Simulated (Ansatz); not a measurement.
## A series in volume per atom on S

All results are calculated (Ansatz 0.2.0 development build). Equation of state of a cubic crystal from periodic Kohn-Sham density functional theory without spin; pressure corrected for the finite basis.

Cell of the first row (space group Fd-3m, No. 227):
```
CELL_PARAMETERS angstrom
0.00000 2.81680 2.81680
2.81680 0.00000 2.81680
2.81680 2.81680 0.00000
ATOMIC_POSITIONS crystal
S 0.00000 0.00000 0.00000
S 0.25000 0.25000 0.25000
```

Settings of every row: formula S; structure type diamond; functional r2SCAN; spin treatment none; k mesh 10x10x10; occupation method fermi-dirac; occupation width 0.1 eV; wave cutoff 510 eV; datasets hand-made PAW; density cutoff ratio 5; xc grid level 2.

Limits: a cubic model structure, not a phase known at ambient conditions; modest k-mesh, values are not fully converged in k; the SCF threshold is loose for a stress in some rows.

```
row  volume per atom (Å³)  energy above lowest point (meV/atom)  pressure (GPa)
  1                22.351                                 16.23           3.545
  2                23.079                                     ?               ?
  3                23.808                                     0           0.169
  4                24.537                                  2.45          -1.213
  5                25.266                                 10.77          -2.417
```

Question: what energy above lowest point and pressure should row 2 give?

Worked fit of energy above lowest point. Take u = (V_r/V)^(2/3) − 1 with V_r = 24.172 Å³ an atom, which is twice the finite (Eulerian) strain; such expansions in the strain, on which the Birch-Murnaghan equation of state is built, carry the rest volume and the bulk modulus. The shown rows have u = 0.0536, 0.01017, -0.00994, -0.02908. Least squares give energy above lowest point = 0.45 − 126.23 × u + 7848.6 × u² meV/atom; a straight line predicts inner rows, each left out in turn, worse (root mean square 8.1 against 0.062 meV/atom). The rows lie off it by 0.00, 0.02, -0.03, 0.01. Its lowest point lies at u = 0.0080, or V = 23.88 Å³ an atom, and the curvature there gives the bulk modulus at fixed shape and fractions, B = (4/9)(1 + u)² E″(u)/V = 47.6 GPa. The withheld row has u = 0.03133, so the fit gives 0.45 − 126.23 × (0.03133) + 7848.6 × (0.03133)² = 4.20 meV/atom.

The calculation gave 4.28 meV/atom. The fit lies 0.08 meV/atom (1.9 % of the value, 0.49 % of the column's range) below it; its largest miss of a shown row is 0.03 meV/atom.

Worked fit of pressure. Take u = (V_r/V)^(2/3) − 1 with V_r = 24.172 Å³ an atom, which is twice the finite (Eulerian) strain; such expansions in the strain, on which the Birch-Murnaghan equation of state is built, carry the rest volume and the bulk modulus. The shown rows have u = 0.0536, 0.01017, -0.00994, -0.02908. Least squares give pressure = −0.5443 + 68.593 × u + 143.68 × u² GPa; a straight line predicts inner rows, each left out in turn, worse (root mean square 0.15 against 0.0023 GPa). The rows lie off it by 0.000, 0.001, -0.001, 0.000. The pressure vanishes at u = 0.0078, or V = 23.89 Å³ an atom, and there the bulk modulus at fixed shape and fractions is B = −V dP/dV = (2/3)(1 + u) dP/du = 47.6 GPa. The withheld row has u = 0.03133, so the fit gives −0.5443 + 68.593 × (0.03133) + 143.68 × (0.03133)² = 1.746 GPa.

The calculation gave 1.748 GPa. The fit lies 0.002 GPa (0.034 % of the column's range) below it; its largest miss of a shown row is 0.001 GPa.
